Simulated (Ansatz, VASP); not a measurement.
# GaAs: VASP beside Ansatz

```
Ga As
1.0
     0.00000    2.87231    2.87231
     2.87231    0.00000    2.87231
     2.87231    2.87231    0.00000
Ga As
1 1
Cartesian
  0.0000 0.0000 0.0000
  1.4362 1.4362 1.4362
```

Alike in both runs: functional PBE; k mesh 10 × 10 × 10; occupations fermi-dirac, width 0.02 eV; no spin polarisation.

Ansatz relaxed the structure, and its values are those at the end. VASP's run is a single point on that final structure, the one shown.

|  | VASP | Ansatz |
| --- | --- | --- |
| version | VASP 6.6.1 | Ansatz 0.2.0 |
| potentials or method | VASP PAW PBE potentials, release 64 (Ga_d, As) | PAW with Ansatz's default frozen-core files, scalar-relativistic |
| plane-wave cutoff (eV) | 520 | 420 |
| valence electrons in the cell | 18 | 28 |

```csv
,VASP,Ansatz,Ansatz less VASP
pressure (GPa),0.2,0.0,-0.15
```

The two sets of potentials don't hold the same shells in valence.
